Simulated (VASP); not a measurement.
**NaCl in VASP: one cell, several levels of theory**

What does VASP give for rocksalt NaCl, the cell held fixed? Runs: PBE, r2SCAN. The results are then set beside those of Ansatz 0.2.0 for the same cell.

The runs shown are made with VASP 6.6.1. PAW datasets, plane waves. No spin polarisation and no zero-point or thermal motion.

### Step 1. Starting point

The cell comes from an earlier relaxation with r2SCAN in another program.

Space group Fm-3m (No. 225), cubic; a = 5.605 Å in the conventional setting, 22.02 Å³ an atom. Around Na lie 6 Cl at 2.80 Å; around Cl lie 6 Na at 2.80 Å.

Coordinates:

```cif
data_structure
_symmetry_space_group_name_H-M 'Fm-3m'
_symmetry_Int_Tables_number 225
_cell_length_a 5.6054
_cell_length_b 5.6054
_cell_length_c 5.6054
_cell_angle_alpha 90.000
_cell_angle_beta 90.000
_cell_angle_gamma 90.000
_cell_volume 176.12
loop_
_atom_site_label
_atom_site_type_symbol
_atom_site_symmetry_multiplicity
_atom_site_Wyckoff_symbol
_atom_site_fract_x
_atom_site_fract_y
_atom_site_fract_z
_atom_site_occupancy
Na1 Na 4 a 0.00000 0.00000 0.00000 1
Cl1 Cl 4 b 0.50000 0.00000 0.00000 1
```

### Step 2. Single point with PBE

INCAR reads:

```
ENCUT = 520.000000
SIGMA = 0.020000
EDIFF = 1.00e-07
GGA = PE
PREC = Accurate
IBRION = -1
ISIF = 2
ISMEAR = -1
NBANDS = 14
NELM = 120
NSW = 0
LASPH = .TRUE.
LCHARG = .FALSE.
LWAVE = .FALSE.
LREAL = .FALSE.
```

KPOINTS reads:

```
KPOINTS created by Atomic Simulation Environment
0
Gamma
8 8 8
0 0 0
```

KPOINTS_OPT reads:

```
special points
6
Reciprocal
0.0000000000 0.0000000000 0.0000000000 1
0.5000000000 0.0000000000 0.5000000000 1
0.6250000000 0.2500000000 0.6250000000 1
0.3750000000 0.3750000000 0.7500000000 1
0.5000000000 0.5000000000 0.5000000000 1
0.5000000000 0.2500000000 0.7500000000 1
```

POSCAR reads:

```
Na Cl
 1.0000000000000000
    -0.0000000000000000    2.8026988391075913    2.8026988391075913
     2.8026988391075913   -0.0000000000000000    2.8026988391075913
     2.8026988391075913    2.8026988391075913   -0.0000000000000000
 Na  Cl
   1   1
Cartesian
 -0.0000000000000000 -0.0000000000000000 -0.0000000000000000
  2.8026988391075909  2.8026988391075909  2.8026988391075909
```

The run uses the recommended PBE PAW datasets (14 valence electrons a neutral cell).

Started as:

```console
$ mpirun -np 1 vasp_std
```

Standard output, without the iteration lines:

```text
POSCAR found type information on POSCAR NaCl
 POSCAR found :  2 types and       2 ions
 LDA part: xc-table for (Slater+PW92), standard interpolation
 POSCAR, INCAR and KPOINTS ok, starting setup
 FFT: planning ... GRIDC
 FFT: planning ... GRID_SOFT
 FFT: planning ... GRID
 WAVECAR not read
 entering main loop
 Start KPOINTS_OPT (optional k-point list driver)
k-point batch [1-6\6]
```

OSZICAR:

```text
N       E                     dE             d eps       ncg     rms          rms(c)
DAV:   1     0.101851863461E+03    0.10185E+03   -0.70565E+03   812   0.989E+02
DAV:   2     0.130579144191E+01   -0.10055E+03   -0.92411E+02   924   0.280E+02
DAV:   3    -0.683239556303E+01   -0.81382E+01   -0.80917E+01  1028   0.726E+01
DAV:   4    -0.696136137884E+01   -0.12897E+00   -0.12891E+00   980   0.985E+00
DAV:   5    -0.696413747512E+01   -0.27761E-02   -0.27759E-02  1022   0.147E+00    0.216E+00
DAV:   6    -0.677535998348E+01    0.18878E+00   -0.31134E-01   998   0.327E+00    0.161E+00
DAV:   7    -0.676388568723E+01    0.11474E-01   -0.81011E-02  1072   0.165E+00    0.110E+00
DAV:   8    -0.676944362589E+01   -0.55579E-02   -0.97837E-03   920   0.856E-01    0.304E-01
DAV:   9    -0.676932161006E+01    0.12202E-03   -0.21933E-04   998   0.115E-01    0.162E-01
DAV:  10    -0.676943243857E+01   -0.11083E-03   -0.30751E-04   932   0.140E-01    0.661E-02
DAV:  11    -0.676942182069E+01    0.10618E-04   -0.19450E-05  1034   0.417E-02    0.143E-02
DAV:  12    -0.676942194048E+01   -0.11979E-06   -0.22429E-06   932   0.142E-02    0.140E-03
DAV:  13    -0.676942246650E+01   -0.52602E-06   -0.27915E-07   980   0.354E-03    0.351E-03
DAV:  14    -0.676942226026E+01    0.20624E-06   -0.48853E-08   712   0.126E-03    0.348E-04
DAV:  15    -0.676942226380E+01   -0.35398E-08   -0.33000E-09   562   0.570E-04
   1 F= -.67694223E+01 E0= -.67694223E+01  d E =-.552798E-12
       N       E                     dE             ncg
DAV:   1     0.671515993960E+03   -0.30003E+04      168
DAV:   2     0.103716455910E+03   -0.56780E+03      198
DAV:   3     0.541873884877E+02   -0.49529E+02      204
DAV:   4     0.534010422377E+02   -0.78635E+00      210
DAV:   5     0.533838629941E+02   -0.17179E-01      198
DAV:   6     0.533833010287E+02   -0.56197E-03      204
DAV:   7     0.533832782710E+02   -0.22758E-04      218
DAV:   8     0.533832774422E+02   -0.82885E-06      216
DAV:   9     0.533832774122E+02   -0.29971E-07      160
```

The lines after F= are the extra pass for the points of KPOINTS_OPT, at fixed density; their E is not a total energy.

OUTCAR, selected sections:

```text
k-points           NKPTS =     29   k-points in BZ     NKDIM =     29   number of bands    NBANDS=     14

   NELECT =      14.0000    total number of electrons

   dimension x,y,z NGX =    30 NGY =   30 NGZ =   30
   dimension x,y,z NGXF=    60 NGYF=   60 NGZF=   60

  energy-cutoff  :      520.00
  volume of cell :       44.03
      direct lattice vectors                 reciprocal lattice vectors
     0.000000000  2.802698839  2.802698839    -0.178399474  0.178399474  0.178399474
     2.802698839  0.000000000  2.802698839     0.178399474 -0.178399474  0.178399474
     2.802698839  2.802698839  0.000000000     0.178399474  0.178399474 -0.178399474

 k-points in reciprocal lattice and weights: KPOINTS created by Atomic Simulation Env
   0.00000000  0.00000000  0.00000000       0.002
   0.12500000  0.00000000  0.00000000       0.016
   0.25000000  0.00000000  0.00000000       0.016
   0.37500000  0.00000000  0.00000000       0.016
   0.50000000  0.00000000  0.00000000       0.008
   0.12500000  0.12500000  0.00000000       0.012
   0.25000000  0.12500000  0.00000000       0.047
   0.37500000  0.12500000  0.00000000       0.047
[... 21 more k-points ...]

 E-fermi :  -0.1499

 k-point     1 :       0.0000    0.0000    0.0000
  band No.  band energies     occupation
      1     -21.4066      2.00000
      2     -21.4066      2.00000
      3     -21.4066      2.00000
      4     -13.3247      2.00000
      5      -0.6238      2.00000
      6      -0.6238      2.00000
      7      -0.6238      2.00000
      8       4.5560      0.00000
      9      10.5156      0.00000
     10      10.5156      0.00000
     11      10.5156      0.00000
     12      12.7003      0.00000
     13      12.7003      0.00000
     14      14.3386      0.00000

 k-point     2 :       0.1250    0.0000    0.0000
  band No.  band energies     occupation
      1     -21.4114      2.00000
      2     -21.4070      2.00000
      3     -21.4070      2.00000
      4     -13.2751      2.00000
      5      -1.0025      2.00000
      6      -0.6660      2.00000
      7      -0.6660      2.00000
      8       5.0592      0.00000
      9       9.9771      0.00000
     10      10.7125      0.00000
     11      10.7125      0.00000
     12      12.4452      0.00000
     13      12.4452      0.00000
     14      15.2740      0.00000

 k-point     3 :       0.2500    0.0000    0.0000
  band No.  band energies     occupation
      1     -21.4227      2.00000
      2     -21.4078      2.00000
      3     -21.4078      2.00000
      4     -13.1520      2.00000
      5      -1.7508      2.00000
      6      -0.7648      2.00000
      7      -0.7648      2.00000
      8       6.0367      0.00000
      9       9.4367      0.00000
     10      10.8127      0.00000
     11      10.8127      0.00000
     12      12.6675      0.00000
     13      12.6675      0.00000
     14      15.1416      0.00000

 k-point     4 :       0.3750    0.0000    0.0000
  band No.  band energies     occupation
      1     -21.4339      2.00000
      2     -21.4086      2.00000
      3     -21.4086      2.00000
      4     -13.0235      2.00000
      5      -2.3698      2.00000
      6      -0.8594      2.00000
      7      -0.8594      2.00000
      8       6.5971      0.00000
      9       9.7337      0.00000
     10      10.5314      0.00000
     11      10.5314      0.00000
     12      14.0353      0.00000
     13      14.0353      0.00000
     14      14.6120      0.00000

 k-point     5 :       0.5000    0.0000    0.0000
  band No.  band energies     occupation
      1     -21.4385      2.00000
      2     -21.4089      2.00000
      3     -21.4089      2.00000
      4     -12.9686      2.00000
      5      -2.6029      2.00000
      6      -0.8974      2.00000
      7      -0.8974      2.00000
      8       6.6833      0.00000
      9      10.1532      0.00000
     10      10.3944      0.00000
     11      10.3944      0.00000
     12      14.4865      0.00000
     13      15.6229      0.00000
     14      15.6229      0.00000

 k-point     6 :       0.1250    0.1250    0.0000
  band No.  band energies     occupation
      1     -21.4111      2.00000
      2     -21.4079      2.00000
      3     -21.4079      2.00000
      4     -13.2599      2.00000
      5      -1.0257      2.00000
      6      -0.7241      2.00000
      7      -0.7241      2.00000
      8       5.2242      0.00000
      9       9.6836      0.00000
     10      10.8918      0.00000
     11      10.8918      0.00000
     12      11.7375      0.00000
     13      12.9179      0.00000
     14      15.7347      0.00000

 k-point     7 :       0.2500    0.1250    0.0000
  band No.  band energies     occupation
      1     -21.4191      2.00000
      2     -21.4091      2.00000
      3     -21.4086      2.00000
      4     -13.1645      2.00000
      5      -1.5697      2.00000
      6      -0.8318      2.00000
      7      -0.8223      2.00000
      8       6.0688      0.00000
      9       9.1264      0.00000
     10      10.6846      0.00000
     11      11.1799      0.00000
     12      11.8014      0.00000
     13      13.2105      0.00000
     14      16.2947      0.00000

 k-point     8 :       0.3750    0.1250    0.0000
  band No.  band energies     occupation
      1     -21.4295      2.00000
      2     -21.4100      2.00000
      3     -21.4097      2.00000
      4     -13.0407      2.00000
      5      -2.1603      2.00000
      6      -0.9659      2.00000
      7      -0.9240      2.00000
      8       6.8491      0.00000
      9       9.1932      0.00000
     10      10.0739      0.00000
     11      10.9904      0.00000
     12      12.9951      0.00000
     13      14.3700      0.00000
     14      15.7817      0.00000

 k-point     9 :       0.5000    0.1250    0.0000
  band No.  band energies     occupation
      1     -21.4357      2.00000
      2     -21.4111      2.00000
      3     -21.4099      2.00000
      4     -12.9619      2.00000
      5      -2.4830      2.00000
      6      -1.0874      2.00000
      7      -0.9507      2.00000
      8       7.0732      0.00000
      9       9.6076      0.00000
     10      10.0507      0.00000
     11      10.7315      0.00000
     12      14.3253      0.00000
     13      15.6316      0.00000
     14      15.6742      0.00000

 k-point    10 :      -0.3750    0.1250    0.0000
  band No.  band energies     occupation
      1     -21.4344      2.00000
      2     -21.4118      2.00000
      3     -21.4089      2.00000
      4     -12.9787      2.00000
      5      -2.4114      2.00000
      6      -1.1172      2.00000
      7      -0.8984      2.00000
      8       7.0702      0.00000
      9       9.6659      0.00000
     10       9.9480      0.00000
     11      10.7132      0.00000
     12      13.8482      0.00000
     13      15.4337      0.00000
     14      15.6540      0.00000

 k-point    11 :      -0.2500    0.1250    0.0000
  band No.  band energies     occupation
      1     -21.4264      2.00000
      2     -21.4112      2.00000
      3     -21.4077      2.00000
      4     -13.0800      2.00000
      5      -1.9815      2.00000
      6      -1.0288      2.00000
      7      -0.7939      2.00000
      8       6.6776      0.00000
      9       9.2157      0.00000
     10      10.3017      0.00000
     11      10.9949      0.00000
     12      12.2424      0.00000
     13      14.0931      0.00000
     14      15.9609      0.00000

 k-point    12 :      -0.1250    0.1250    0.0000
  band No.  band energies     occupation
      1     -21.4168      2.00000
      2     -21.4093      2.00000
      3     -21.4069      2.00000
      4     -13.2022      2.00000
      5      -1.3997      2.00000
      6      -0.8413      2.00000
      7      -0.6960      2.00000
      8       5.7378      0.00000
      9       9.4587      0.00000
     10      10.7667      0.00000
     11      11.0577      0.00000
     12      11.7409      0.00000
     13      12.9359      0.00000
     14      16.2771      0.00000

 k-point    13 :       0.2500    0.2500    0.0000
  band No.  band energies     occupation
      1     -21.4200      2.00000
      2     -21.4110      2.00000
      3     -21.4110      2.00000
      4     -13.1108      2.00000
      5      -1.7181      2.00000
      6      -0.9500      2.00000
      7      -0.9500      2.00000
      8       6.5478      0.00000
      9       8.5008      0.00000
     10      10.2950      0.00000
     11      11.8994      0.00000
     12      11.8994      0.00000
     13      13.5223      0.00000
     14      18.2212      0.00000

[... the tables of k-points 14 to 29 left out ...]

  Total        0.3405379      0.3405379      0.3405379      0.0000000      0.0000000      0.0000000
  in kB       12.3912964     12.3912964     12.3912964      0.0000000      0.0000000      0.0000000
  external PRESSURE =      12.3912964 kB  Pullay stress =       0.0000000 kB

 POSITION                                       TOTAL-FORCE (eV/Angst)
 -----------------------------------------------------------------------------------
      0.00000      0.00000      0.00000        -0.000000     -0.000000     -0.000000
      2.80270      2.80270      2.80270         0.000000      0.000000      0.000000
 -----------------------------------------------------------------------------------
    total drift:                               -0.000000      0.000000      0.000000

  FREE ENERGIE OF THE ION-ELECTRON SYSTEM (eV)
  ---------------------------------------------------
  free  energy   TOTEN  =        -6.7694222638 eV

  energy  without entropy=       -6.7694222638  energy(sigma->0) =       -6.76942226
```

Hardware: 1 MPI rank of Intel Xeon 6975P-C, shared host.

The levels at the points of KPOINTS_OPT are read from vasprun.xml.

Near the gap, in eV above the top of the last filled band v; c is the band after it:

```tsv
point	v−1	v	c	c+1
Γ	0.00	0.00	5.18	11.14
X	-0.61	-0.61	7.59	8.06
U	-1.15	-0.51	8.28	9.09
K	-1.15	-0.51	8.28	9.09
L	-0.27	-0.27	7.31	10.78
W	-1.22	-0.78	8.90	9.75
```

PBE gives a direct gap of 5.18 eV at Γ. The pressure is 1.24 GPa; the forces vanish within 0.01 eV/Å.

[end of part 1 of 2]
